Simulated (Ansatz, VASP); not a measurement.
**InP: VASP beside Ansatz**

Aim: how closely do two programs agree when they are given the same cell, functional and k mesh?

Main program and level: Ansatz 0.2.0; plane waves, with VASP 6.6.1 beside it; single point at LDA.

## 1. Set-up

It takes space group F-43m (No. 216, cubic). Conventional cell: a = 5.869 Å, b = 5.869 Å, c = 5.869 Å, α = 90.00°, β = 90.00°, γ = 90.00°. Nearest to In lie 4 P at 2.54 Å. P has 4 In at 2.54 Å nearest. Farther neighbours are not listed.

## 2. Ansatz: single point, LDA

Ansatz runs on its default PAW (the set named soft_2) files.

With cell and atoms fixed, the geometry can't cause a difference; cores, projectors, grids and the points listed under the comparison can.

input.yaml reads:

```yaml
crystal:
  lattice:
    - [0.0, 2.93435, 2.93435]
    - [2.93435, 0.0, 2.93435]
    - [2.93435, 2.93435, 0.0]
  atoms:
    - { symbol: In, position: [0.0, 0.0, 0.0] }
    - { symbol: P, position: [0.25, 0.25, 0.25] }
hamiltonian:
  xc: lda
  pseudopotentials: { kind: paw }
kpoints:
  mp_grid: { grid: [6, 6, 6] }
scf:
  occupations: { method: fermi_dirac, width: 0.05 }
  n_extra_bands: 4
output:
  forces: true
  stress: true
  eigenvalues: true
  write_density: true
  write_potential: true
  elf: true
  volumetric_format: npy
```

Launch:

```bash
$ ansatz run input.yaml --threads 4 --pin off --max-ram 9216MiB --backend cpu --events-out ev --progress --plain --runs-dir out
```

Numbers of over 12 decimals in the logs are rounded to 6 here.

Output:

```text
scf.n_extra_bands = 4 over 9 filled bands (N_el = 18.0): the run solves 13 bands
Engine: ansatz 0.2.0, aarch64-unknown-linux-gnu
Pseudopotentials: kind: paw
Pseudopotential: In, paw, valence charge 13, recommended cutoff 420 eV (normal), In.paw.azcp
Pseudopotential: P, paw, valence charge 5, recommended cutoff 420 eV (normal), P.paw.azcp
Functional definition: SPW92
  exchange = slater_x
  correlation = pw_c
Crystal: 2 atoms, lattice volume = 50.532 Å³
Basis set: ecut = 420 eV, 965 PW (Γ)
Bands: 13, of which v1, the nominal top of the filled ones, is band 9 counted from 1 (8 counted from 0)
Symmetry: 24 space group operations
Space group: F-43m (ITA 216), of the structure as read, at distance tolerance 3.7e-5 Å
k-points: 16 of 216 (time reversal used)
Non-local potential: In, projectors of the file, l = 0: 2, l = 1: 2, l = 2: 2, l = 3: 2
Non-local potential: P, projectors of the file, l = 0: 2, l = 1: 2, l = 2: 2
PAW form: soft (Blöchl's): semilocal exchange-correlation on the pseudo side does not see the compensation charge
PAW frozen core: In, regenerated for the run's functional, and the local potential with it (the file was generated under x = pbe(κ = 0.804, μ = 0.219515), c = pbe(β = 0.066725))
PAW frozen core: P, regenerated for the run's functional, and the local potential with it (the file was generated under x = pbe(κ = 0.804, μ = 0.219515), c = pbe(β = 0.066725))
PAW one-centre angular grid: In, 590 points (default); XC on 64 Gauss nodes
PAW one-centre angular grid: P, 110 points (default); XC on 64 Gauss nodes
Initial density: superposition of atomic densities (neutral atoms: chi_scale 0, normalization atom), corrected by the library's trained network
Initial wavefunctions: pseudopotential atomic-orbital guess
Functional: x = slater, c = lda
SCF iter   1: F=—  HF=-6183.544896 eV  |F-HF|=—  |Δ(HF+E_count)|=         —  Δρ=7.95e-3  dr2=3.30e-2  ethr=1.77e-3  ⟨swp⟩=6.3  Hψ=1388  notcnv=0
preconditioner: auto → none  [insulator: Δε(μ)=0.397 eV  Ē_g=14.563 eV  σ=0.050 eV  W_gap=0.96  n_scr=14 (ndim 8)  ℏωp=22.2 eV  f_vac=0.021  D(μ)=0.01/eV (n_scr^D=0)  ε∞_Penn≈3.3]
SCF iter   2: F=—  HF=-6183.533588 eV  |F-HF|=—  |Δ(HF+E_count)|=   1.13e-2  Δρ=2.62e-3  dr2=1.96e-3  ethr=1.84e-4  ⟨swp⟩=2.9  Hψ=484  notcnv=0
SCF iter   3: F=—  HF=-6183.533095 eV  |F-HF|=—  |Δ(HF+E_count)|=   4.93e-4  Δρ=8.12e-4  dr2=3.46e-4  ethr=1.09e-5  ⟨swp⟩=2.0  Hψ=369  notcnv=0
SCF iter   4: F=—  HF=-6183.533009 eV  |F-HF|=—  |Δ(HF+E_count)|=   8.57e-5  Δρ=2.68e-4  dr2=2.25e-5  ethr=1.92e-6  ⟨swp⟩=2.9  Hψ=351  notcnv=0
SCF iter   5: F=—  HF=-6183.533004 eV  |F-HF|=—  |Δ(HF+E_count)|=   5.12e-6  Δρ=2.07e-5  dr2=2.05e-7  ethr=1.25e-7  ⟨swp⟩=2.3  Hψ=309  notcnv=0
SCF iter   6: F=-6183.533004 eV  HF=-6183.533004 eV  |F-HF|=1.38e-9  |Δ(HF+E_count)|=   6.70e-9  Δρ=2.68e-6  dr2=2.95e-9  ethr=5.56e-10  ⟨swp⟩=11.4  Hψ=1578  notcnv=0
SCF 1 converged in 6 iterations: F = -6183.533004 eV  dr2 = 2.95e-9
  greatest PAW one-centre occupation: 0.982 electrons in one spin orbital (limit 2), on the In atom at site 0 (counted from 0), in its partial waves of l = 2
SCF converged after 6 iterations
Free energy (F): -6183.533004 eV
Harris-Foulkes:  -6183.533004 eV  (|F-HF|=1.38e-9)
Internal energy: -6183.532911 eV  (E = F + TS)
E sigma→0 (E₀):  -6183.532958 eV
Entropy (-TS):   -0.000093 eV (-0.046 meV/atom)
Fermi energy:    6.955916 eV
--- Per-component energies (eV) ---
  E_band       = -57.625090
  E_kinetic    = 314.289589
  E_local      = -1405.251839  (includes V_loc(G=0)·N_el)
  E_nonlocal   = 405.684078
  E_hartree    = 551.080435
  E_xc         = -274.252609
  E_vxc        = -161.445657  (∫ρ·V_xc dr)
  E_paw        = -4556.377820  (= ΣΔE_a)
  E_vpaw       = -313.060741  (= ΣTr[D̂ρ^β])
  E_aug_tail   = 0.000029  (compensation charges beyond the density's cutoff)
  E_ewald      = -1219.106662
  E_core_change = 0.401888  (= ΣΔE_core)
  E_smearing   = -0.000093  (= −TS)
  E_closure    = 0.000000  (closes the sum)
  Σ components = -6183.533004   (vs F -6183.533004, Δ=0.00e0)
--- Forces (eV/Å), atoms counted from 1 ---
  atom   1  In     0.00000000     0.00000000     0.00000000
  atom   2  P     -0.00000000     0.00000000     0.00000000
  max |Σ_I F_I| component: 9.25e-17 eV/Å
--- Stress (GPa, compression-positive) ---
       -1.466855       0.000000      -0.000000
       -0.000000      -1.466855       0.000000
       -0.000000       0.000000      -1.466855
  P = ⅓ Tr σ = -1.4669 GPa (-14.669 kbar)
--- Band table (eV; the first three rows and the last of 16) ---
  k-point 0: bands = [... 5 lower, -4.8328, 6.6994, 6.6994, 6.6994, 7.1564, 10.6518, 10.6518, 10.6518]
  k-point 1: bands = [... 5 lower, -4.5187, 4.4386, 6.3885, 6.3885, 8.3054, 11.0357, 11.0952, 11.0952]
  k-point 2: bands = [... 5 lower, -3.7048, 2.0534, 5.9104, 5.9104, 8.1492, 11.4455, 11.4455, 12.7790]
  k-point 15: bands = [... 5 lower, -2.3648, 0.9433, 3.8566, 3.8723, 9.8409, 10.1822, 13.3293, 13.6052]
```

Run time: 0.56 s. Hardware: 4 threads of Arm Neoverse V2, shared host; peak memory 0.3 GiB; 1.6 s of CPU time.

The run ends at a pressure of -1.47 GPa.

## 3. VASP: single point, LDA

The same cell, functional (in two slightly different forms), mesh and smearing now go to VASP, with its own data sets and cutoff.

Lines of VASP's logs that name or quote its potential files are left out, and so is its time.

INCAR reads:

```
SYSTEM = InP
PREC = Accurate
ENCUT = 400
EDIFF = 1E-06
NELM = 100
ISMEAR = -1
SIGMA = 0.05
LREAL = .FALSE.
ALGO = Normal
GGA = CA
NBANDS = 15
LORBIT = 11
LWAVE = .FALSE.
LCHARG = .FALSE.
KPAR = 2
ISIF = 2
```

POSCAR reads:

```
InP
1.0
    0.0000000000      2.9343500000      2.9343500000
    2.9343500000      0.0000000000      2.9343500000
    2.9343500000      2.9343500000      0.0000000000
In P
1 1
Direct
    0.0000000000      0.0000000000      0.0000000000
    0.2500000000      0.2500000000      0.2500000000
```

KPOINTS reads:

```
Automatic mesh
0
Gamma
6 6 6
0 0 0
```

PAW data sets: In_d and P (LDA family, release 64).

Launch:

```bash
$ mpirun -np 2 vasp_std
```

Output:

```text
[banner, memory and clock lines left out]
running    2 mpi-ranks, on    1 nodes
 distrk:  each k-point on    1 cores,    2 groups
 distr:  one band on    1 cores,    1 groups

 POSCAR found type information on POSCAR InP
 POSCAR found :  2 types and       2 ions
 LDA part: xc-table for (Slater(with rela. corr.)+CA(PZ))
 , standard interpolation
 POSCAR, INCAR and KPOINTS ok, starting setup
 FFT: planning ... GRIDC
 FFT: planning ... GRID_SOFT
 FFT: planning ... GRID
 WAVECAR not read
 entering main loop
       N       E                     dE             d eps       ncg     rms          rms(c)
DAV:   1     0.999216756821E+02    0.99922E+02   -0.72406E+03   487   0.110E+03
DAV:   2    -0.374668340014E+01   -0.10367E+03   -0.99029E+02   536   0.267E+02
DAV:   3    -0.992149835093E+01   -0.61748E+01   -0.61490E+01   627   0.711E+01
DAV:   4    -0.100872415792E+02   -0.16574E+00   -0.16571E+00   618   0.129E+01
DAV:   5    -0.100932874600E+02   -0.60459E-02   -0.60458E-02   706   0.191E+00    0.576E+00
DAV:   6    -0.970233081661E+01    0.39096E+00   -0.61031E-01   778   0.134E+01    0.345E+00
DAV:   7    -0.966061555712E+01    0.41715E-01   -0.14668E-01   682   0.317E+00    0.117E+00
DAV:   8    -0.965532817661E+01    0.52874E-02   -0.13231E-02   653   0.140E+00    0.361E-01
DAV:   9    -0.965511263249E+01    0.21554E-03   -0.10960E-03   655   0.406E-01    0.172E-01
DAV:  10    -0.965514345080E+01   -0.30818E-04   -0.14548E-04   741   0.136E-01    0.109E-01
DAV:  11    -0.965514839082E+01   -0.49400E-05   -0.26262E-05   748   0.797E-02    0.619E-02
DAV:  12    -0.965514580096E+01    0.25899E-05   -0.52304E-06   648   0.214E-02    0.112E-02
DAV:  13    -0.965514577760E+01    0.23362E-07   -0.37276E-07   373   0.346E-03
   1 F= -.96551458E+01 E0= -.96551092E+01  d E =-.731989E-04
```

OUTCAR, selected parts (step 3):

```text
ion  position               nearest neighbor table
   1  0.000  0.000  0.000-   2 2.54   2 2.54   2 2.54   2 2.54
   2  0.250  0.250  0.250-   1 2.54   1 2.54   1 2.54   1 2.54

  LATTYP: Found a face centered cubic cell.
 ALAT       =     5.8687000000

 Subroutine GETGRP returns: Found 24 space group operations
 (whereof 24 operations were pure point group operations)

The static configuration has the point symmetry T_d .

 Found     16 irreducible k-points:

   k-points           NKPTS =     16   k-points in BZ     NKDIM =     16   number of bands    NBANDS=     15

   dimension x,y,z NGX =    28 NGY =   28 NGZ =   28
   dimension x,y,z NGXF=    56 NGYF=   56 NGZF=   56

   ENCUT  =  400.0 eV  29.40 Ry    5.42 a.u.   6.77  6.77  6.77*2*pi/ulx,y,z

   NELECT =      18.0000    total number of electrons

 k-points in reciprocal lattice and weights: Automatic mesh
   0.00000000  0.00000000  0.00000000       0.005
   0.16666667  0.00000000  0.00000000       0.037
   0.33333333  0.00000000  0.00000000       0.037
   0.50000000  0.00000000  0.00000000       0.019
   0.16666667  0.16666667  0.00000000       0.028
   0.33333333  0.16666667  0.00000000       0.111
   0.50000000  0.16666667  0.00000000       0.111
  -0.33333333  0.16666667  0.00000000       0.111
  -0.16666667  0.16666667  0.00000000       0.056
[...]
-0.33333333  0.33333333  0.16666667       0.111
  -0.33333333  0.50000000  0.16666667       0.056

 average (electrostatic) potential at core
       1 -95.2737       2 -84.0395

 E-fermi :   5.2435

 k-point     1 :       0.0000    0.0000    0.0000
  band No.  band energies     occupation
    ...
      5      -9.0613      2.00000
      6      -6.5469      2.00000
      7       4.9727      1.99116
      8       4.9727      1.99116
      9       4.9727      1.99116
     10       5.4585      0.02681
     11       8.9305      0.00000
     12       8.9305      0.00000
     13       8.9305      0.00000
     14      13.2312      0.00000
    ...

 k-point     2 :       0.1667    0.0000    0.0000
  band No.  band energies     occupation
    ...
      5      -9.0608      2.00000
      6      -6.2330      2.00000
      7       2.7224      2.00000
      8       4.6617      1.99998
      9       4.6617      1.99998
     10       6.5969      0.00000
     11       9.3156      0.00000
     12       9.3745      0.00000
     13       9.3745      0.00000
     14      13.5302      0.00000
    ...

 k-point     3 :       0.3333    0.0000    0.0000
  band No.  band energies     occupation
    ...
      5      -9.0544      2.00000
      6      -5.4190      2.00000
      7       0.3363      2.00000
      8       4.1837      2.00000
      9       4.1837      2.00000
     10       6.4407      0.00000
     11       9.7238      0.00000
     12       9.7238      0.00000
     13      11.0554      0.00000
     14      13.6062      0.00000
    ...

  Total       -0.4597865     -0.4597865     -0.4597865      0.0000000      0.0000000      0.0000000
  in kB      -14.5781059    -14.5781059    -14.5781059      0.0000000      0.0000000      0.0000000
  external PRESSURE =     -14.5781059 kB  Pullay stress =       0.0000000 kB

  energy-cutoff  :      400.00
  volume of cell :       50.53
      direct lattice vectors                 reciprocal lattice vectors
     0.000000000  2.934350000  2.934350000    -0.170395488  0.170395488  0.170395488
     2.934350000  0.000000000  2.934350000     0.170395488 -0.170395488  0.170395488
     2.934350000  2.934350000  0.000000000     0.170395488  0.170395488 -0.170395488

 POSITION                                       TOTAL-FORCE (eV/Angst)
 -----------------------------------------------------------------------------------
      0.00000      0.00000      0.00000        -0.000000     -0.000000     -0.000000
      1.46717      1.46717      1.46717         0.000000      0.000000      0.000000
 -----------------------------------------------------------------------------------
    total drift:                                0.000000      0.000000     -0.000000

  FREE ENERGIE OF THE ION-ELECTRON SYSTEM (eV)
  ---------------------------------------------------
  free  energy   TOTEN  =        -9.6551457776 eV

  energy  without entropy=       -9.6550725787  energy(sigma->0) =       -9.65510918

 total charge
# of ion       s       p       d       tot
------------------------------------------
    1        0.843   0.781   9.896  11.519
    2        1.034   1.483   0.000   2.517
--------------------------------------------------
tot          1.876   2.264   9.896  14.036

[... 3 further parts left out ...]
```

The run ends at a pressure of -1.46 GPa.

## 4. Comparison

Known differences besides the potentials themselves: the two LDA forms differ slightly; the cutoff is 420 eV in Ansatz and 400 eV in VASP; VASP's log shows a relativistic correction to its local exchange, Ansatz's none. Total energies have different zeros and are not compared.

The two programs side by side:

```
              quantity  Ansatz   VASP  difference
        pressure (GPa)   -1.47  -1.46       -0.01
gap on the k mesh (eV)   0.457  0.486      -0.029
```

A gap on the mesh is an upper bound, since the band edges may lie between its points. Ansatz's pressure holds a Pulay correction of 0.04 GPa; VASP's holds none.

## 5. What came out

| Quantity | Value |
| --- | --- |
| difference in gap on the k mesh (single point, LDA) | -0.029 eV |

What this shows: The difference in gap on the k mesh is -0.029 eV (single point, LDA), within the 0.08 eV picked in this series as the mark of a large difference. How closely two codes agree says nothing of how well the functional describes the real material.

[Lines on the potential files, build, host, timing and source positions are cut from VASP's logs without a mark.]

[Logs are printed without paths, hosts, clocks, repeated set-up lines and the standing remarks that a program may print on its own settings, such as how far it seeks lower states.]

[Hosts, paths, dates, database ids (printed as entryN), source tags and the programs' standing remarks are cut or masked in the printed files.]
